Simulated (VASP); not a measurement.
# ZnO (P6_3mc) in VASP: notebook, part 2 of 2

VASP 6.6.1. The steps go on from the part before.

### 5 Band structure, PBE

The input, INCAR:

```
SYSTEM = ZnO
ALGO = Fast
EDIFF = 1E-6
ENCUT = 520
GGA = PE
ICORELEVEL = 1
ISIF = 2
ISMEAR = 0
LASPH = .TRUE.
LCHARG = .FALSE.
LREAL = .FALSE.
LWAVE = .FALSE.
NBANDS = 26
NELM = 80
PREC = Accurate
SIGMA = 0.03
```

The input, KPOINTS:

```
k-points
0
G
  9 9 5
  0 0 0
```

The input, POSCAR:

```
ZnO                                     
1.0
    3.2865005557      0.0000000000      0.0000000000
   -1.6432502778      2.8461929680      0.0000000000
    0.0000000000      0.0000000000      5.3003902202
  Zn              O             
     2     2
Direct
     0.3333333300000021    0.6666666699999979    0.4998270304180565
     0.6666666699999979    0.3333333300000021    0.9998270304180565
     0.6666666699999979    0.3333333300000021    0.3791829695819444
     0.3333333300000021    0.6666666699999979    0.8791829695819444
```

The input, KPOINTS_OPT:

```
explicit points
141
Reciprocal
 0.0000000000  0.0000000000  0.0000000000 1
 0.0357142857  0.0000000000  0.0000000000 1
 0.0714285714  0.0000000000  0.0000000000 1
 0.1071428571  0.0000000000  0.0000000000 1
 0.1428571429  0.0000000000  0.0000000000 1
 0.1785714286  0.0000000000  0.0000000000 1
[... 133 lines left out ...]
 0.5000000000  0.0000000000  0.5000000000 1
 0.5000000000  0.0000000000  0.0000000000 1
```

Potentials or basis: VASP PAW PBE potentials, release 64 (Zn, O).

Started as:

```console
$ cat potpaw_PBE.64/Zn/POTCAR potpaw_PBE.64/O/POTCAR > POTCAR
$ mpirun -np 1 vasp_std > vasp.out
```

OUTCAR:

```text
SYSTEM = ZnO
   EDIFF = 1E-6
   ENCUT = 520
   GGA = PE
   ISIF = 2
   ISMEAR = 0
   LASPH = .TRUE.
   LREAL = .FALSE.
   NELM = 80
   PREC = Accurate

 ion  position               nearest neighbor table
   1  0.333  0.667  0.500-   3 2.00   3 2.00   3 2.00   4 2.01
   2  0.667  0.333  1.000-   4 2.00   4 2.00   4 2.00   3 2.01
   3  0.667  0.333  0.379-   1 2.00   1 2.00   1 2.00   2 2.01
   4  0.333  0.667  0.879-   2 2.00   2 2.00   2 2.00   1 2.01

  LATTYP: Found a hexagonal cell.
[... 493 lines left out ...]

  FORCE on cell =-STRESS in cart. coord.  units (eV):
  Direction    XX          YY          ZZ          XY          YZ          ZX
  --------------------------------------------------------------------------------------
  -------------------------------------------------------------------------------------
  Total        0.0390050      0.0390050      0.0590819      0.0000000     -0.0000000      0.0000000
  in kB        1.2604488      1.2604488      1.9092345      0.0000000     -0.0000000      0.0000000
  external PRESSURE =       1.4767107 kB  Pullay stress =       0.0000000 kB

 VOLUME and BASIS-vectors are now :
 -----------------------------------------------------------------------------
  energy-cutoff  :      520.00
  volume of cell :       49.58
      direct lattice vectors                 reciprocal lattice vectors
     3.286500556  0.000000000  0.000000000     0.304275013  0.175673261  0.000000000
    -1.643250278  2.846192968  0.000000000     0.000000000  0.351346522  0.000000000
     0.000000000  0.000000000  5.300390220     0.000000000  0.000000000  0.188665355

 POSITION                                       TOTAL-FORCE (eV/Angst)
 -----------------------------------------------------------------------------------
     -0.00000      1.89746      2.64928        -0.000000      0.000000      0.002808
      1.64325      0.94873      5.29947         0.000000     -0.000000      0.002808
      1.64325      0.94873      2.00982        -0.000000      0.000000     -0.002808
     -0.00000      1.89746      4.66001         0.000000      0.000000     -0.002808
 -----------------------------------------------------------------------------------
    total drift:                                0.000003     -0.000004     -0.001353

  FREE ENERGIE OF THE ION-ELECTRON SYSTEM (eV)
  ---------------------------------------------------
  free  energy   TOTEN  =       -17.8619067462 eV

  energy  without entropy=      -17.8619067462  energy(sigma->0) =      -17.86190675
```

stdout:

```text
POSCAR found type information on POSCAR ZnO
 POSCAR found :  2 types and       4 ions
 scaLAPACK will be used
 LDA part: xc-table for (Slater+PW92), standard interpolation
 POSCAR, INCAR and KPOINTS ok, starting setup
 FFT: planning ... GRIDC
 FFT: planning ... GRID_SOFT
 FFT: planning ... GRID
 WAVECAR not read
 entering main loop
 Start KPOINTS_OPT (optional k-point list driver)
k-point batch [1-36\141]
k-point batch [37-72\141]
k-point batch [73-108\141]
k-point batch [109-141\141]
```

It took 35 s on 1 thread of Intel Xeon 6975P-C (Granite Rapids), shared host; peak memory 0.2 GiB.

What came out:

```yaml
Free_energy: -17.8619 eV
Pressure: 0.1 GPa
Band_gap_on_the_k_mesh: 0.72 eV, direct
Band_gap_along_the_path: 0.72 eV, direct
```

Forces in eV/Å, atoms in the order of the input:
```
Zn   0.000  0.000  0.003
Zn   0.000  0.000  0.003
O    0.000  0.000 -0.003
O    0.000  0.000 -0.003
```

Levels at the corners of the path, in eV from the valence-band top:
| point | band 15 | band 16 | band 17 | band 18 | band 19 | band 20 | band 21 | band 22 |
| --- | --- | --- | --- | --- | --- | --- | --- | --- |
| Γ | -0.75 | -0.08 | 0.00 | 0.00 | 0.72 | 5.07 | 8.06 | 12.69 |
| M | -2.70 | -2.13 | -1.22 | -0.79 | 5.60 | 6.81 | 7.52 | 8.22 |
| M | -2.70 | -2.13 | -1.22 | -0.79 | 5.60 | 6.81 | 7.52 | 8.22 |
| K | -3.46 | -1.83 | -1.83 | -1.64 | 7.45 | 7.45 | 7.66 | 8.06 |
| K | -3.46 | -1.83 | -1.83 | -1.64 | 7.45 | 7.45 | 7.66 | 8.06 |
| Γ | -0.75 | -0.08 | 0.00 | 0.00 | 0.72 | 5.07 | 8.06 | 12.69 |
| Γ | -0.75 | -0.08 | 0.00 | 0.00 | 0.72 | 5.07 | 8.06 | 12.69 |
| A | -0.37 | -0.37 | -0.37 | -0.37 | 3.35 | 3.35 | 9.90 | 9.90 |
| A | -0.37 | -0.37 | -0.37 | -0.37 | 3.35 | 3.35 | 9.90 | 9.90 |
| L | -1.42 | -1.42 | -1.30 | -1.30 | 5.63 | 5.63 | 8.20 | 8.20 |
| L | -1.42 | -1.42 | -1.30 | -1.30 | 5.63 | 5.63 | 8.20 | 8.20 |
| H | -2.57 | -2.57 | -1.17 | -1.17 | 7.75 | 7.75 | 7.94 | 7.94 |
| H | -2.57 | -2.57 | -1.17 | -1.17 | 7.75 | 7.75 | 7.94 | 7.94 |
| A | -0.37 | -0.37 | -0.37 | -0.37 | 3.35 | 3.35 | 9.90 | 9.90 |
| L | -1.42 | -1.42 | -1.30 | -1.30 | 5.63 | 5.63 | 8.20 | 8.20 |
| M | -2.70 | -2.13 | -1.22 | -0.79 | 5.60 | 6.81 | 7.52 | 8.22 |
| K | -3.46 | -1.83 | -1.83 | -1.64 | 7.45 | 7.45 | 7.66 | 8.06 |
| H | -2.57 | -2.57 | -1.17 | -1.17 | 7.75 | 7.75 | 7.94 | 7.94 |

Core levels (eV, on the scale of the bands):
```csv
atom,levels
1 Zn,"1s -9517.4, 2s -1151.0, 2p -996.6, 3s -122.5, 3p -76.7"
2 Zn,"1s -9517.4, 2s -1151.0, 2p -996.6, 3s -122.5, 3p -76.7"
3 O,1s -504.0
4 O,1s -504.0
```

### 6 Band structure, r2SCAN

The input, INCAR:

```
SYSTEM = ZnO
ALGO = Normal
EDIFF = 1E-6
ENCUT = 520
ISIF = 2
ISMEAR = 0
LASPH = .TRUE.
LCHARG = .FALSE.
LMIXTAU = .TRUE.
LREAL = .FALSE.
LWAVE = .FALSE.
METAGGA = R2SCAN
NBANDS = 26
NELM = 80
PREC = Accurate
SIGMA = 0.03
```

KPOINTS is that of step 5.

POSCAR is that of step 5.

KPOINTS_OPT is that of step 5.

Potentials or basis: VASP PAW PBE potentials, release 64 (Zn, O).

Started as:

```console
$ cat potpaw_PBE.64/Zn/POTCAR potpaw_PBE.64/O/POTCAR > POTCAR
$ mpirun -np 1 vasp_std > vasp.out
```

Run time: 2.4 min. Hardware: 1 thread of Intel Xeon 6975P-C (Granite Rapids), shared host; peak memory 0.21 GiB.

It converged, with:

- Free energy: -36.2811 eV
- Pressure: -5.8 GPa
- Largest force: 0.012 eV/Å
- Band gap on the k mesh: 1.16 eV, direct
- Band gap along the path: 1.16 eV, direct

Forces on the atoms (eV/Å):
```
Zn   0.000  0.000 -0.012
Zn   0.000  0.000 -0.012
O    0.000  0.000  0.012
O    0.000  0.000  0.012
```

Levels at the corners of the path, in eV from the valence-band top:
```csv
point,band 14,band 15,band 16,band 17,band 18,band 19,band 20,band 21,band 22,band 23
Γ,-0.76,-0.76,-0.08,0.00,0.00,1.16,5.69,8.64,13.48,13.48
M,-3.43,-2.73,-2.17,-1.24,-0.80,6.21,7.29,8.00,8.98,11.11
M,-3.43,-2.73,-2.17,-1.24,-0.80,6.21,7.29,8.00,8.98,11.11
K,-3.48,-3.48,-1.85,-1.85,-1.66,8.09,8.16,8.16,8.55,11.29
K,-3.48,-3.48,-1.85,-1.85,-1.66,8.09,8.16,8.16,8.55,11.29
Γ,-0.76,-0.76,-0.08,0.00,0.00,1.16,5.69,8.64,13.48,13.48
Γ,-0.76,-0.76,-0.08,0.00,0.00,1.16,5.69,8.64,13.48,13.48
A,-2.21,-0.37,-0.37,-0.37,-0.37,3.81,3.81,10.61,10.61,13.78
A,-2.21,-0.37,-0.37,-0.37,-0.37,3.81,3.81,10.61,10.61,13.78
L,-3.70,-1.45,-1.45,-1.33,-1.33,6.16,6.16,8.89,8.89,11.79
L,-3.70,-1.45,-1.45,-1.33,-1.33,6.16,6.16,8.89,8.89,11.79
H,-3.64,-2.60,-2.60,-1.20,-1.20,8.42,8.42,8.45,8.45,9.35
H,-3.64,-2.60,-2.60,-1.20,-1.20,8.42,8.42,8.45,8.45,9.35
A,-2.21,-0.37,-0.37,-0.37,-0.37,3.81,3.81,10.61,10.61,13.78
L,-3.70,-1.45,-1.45,-1.33,-1.33,6.16,6.16,8.89,8.89,11.79
M,-3.43,-2.73,-2.17,-1.24,-0.80,6.21,7.29,8.00,8.98,11.11
K,-3.48,-3.48,-1.85,-1.85,-1.66,8.09,8.16,8.16,8.55,11.29
H,-3.64,-2.60,-2.60,-1.20,-1.20,8.42,8.42,8.45,8.45,9.35
```

Caveat: the PAW data sets were made with another functional, which shifts forces and pressure a little.

### 7 Summary

```csv
level,k mesh,grid for exact exchange (PRECFOCK),screening parameter,exchange at q = 0,gap on the mesh (eV),pressure (GPa),largest force (eV/Å)
PBE,6 × 6 × 3,Fast,-,-,0.72,0.1,-
HSE06,6 × 6 × 3,Fast,0.2 1/A,-,2.40,-4.0,0.01
PBE0,6 × 6 × 3,Fast,-,truncated,3.06,-4.2,0.01
PBE,9 × 9 × 5,-,-,-,0.72,0.1,-
r2SCAN,9 × 9 × 5,-,-,-,1.16,-5.8,0.01
```

Alike in all rows: task band structure; potentials or basis VASP PAW PBE potentials, release 64 (Zn, O); no spin polarisation; cell as given; cutoff (eV) 520; smearing gaussian 0.03 eV.

On the cell as given the gap runs from 0.72 eV (PBE) to 3.06 eV (PBE0); the meshes differ, which moves gaps too. The pressure there spans -5.8 GPa (r2SCAN) to 0.1 GPa (PBE); a positive pressure means that this level wants a larger cell, a negative one a smaller.

Caveats: the PAW data sets were made with another functional, which shifts forces and pressure a little (some runs).

Total energies depend on the potentials used, so only differences within one code and one set of settings carry meaning.

### 8 Against experiment

Step 2. Measured gap of ZnO: 3.37 eV (quoted in “Electronic structure of alkaline earth and post-transition metal oxides”, 2009, arxiv:0908.1581). This calculation gives 0.72 eV (-2.65 eV). So large a miss can be the level of theory's own, or it may mean another phase, state or a wrong row. The value is that of PBE, without temperature or zero-point motion. Semilocal functionals fall short of measured gaps as a rule.

Step 3. Against the measured gap of ZnO, 3.37 eV (quoted in “Electronic structure of alkaline earth and post-transition metal oxides”, 2009, arxiv:0908.1581), the calculated 2.40 eV is off by -0.97 eV. The value is that of HSE06, without temperature or zero-point motion.

Step 4. Measured gap of ZnO: 3.37 eV (quoted in “Electronic structure of alkaline earth and post-transition metal oxides”, 2009, arxiv:0908.1581). This calculation gives 3.06 eV (-0.31 eV). The value is that of PBE0, without temperature or zero-point motion.

Step 5. A measured gap of ZnO is 3.37 eV (quoted in “Electronic structure of alkaline earth and post-transition metal oxides”, 2009, arxiv:0908.1581); the calculated 0.72 eV misses it by -2.65 eV. So large a miss can be the level of theory's own, or it may mean another phase, state or a wrong row. The value is that of PBE, without temperature or zero-point motion. Semilocal functionals fall short of measured gaps as a rule.

Step 6. Against the measured gap of ZnO, 3.37 eV (quoted in “Electronic structure of alkaline earth and post-transition metal oxides”, 2009, arxiv:0908.1581), the calculated 1.16 eV is off by -2.21 eV. So large a miss can be the level of theory's own, or it may mean another phase, state or a wrong row. The value is that of r2SCAN, without temperature or zero-point motion.
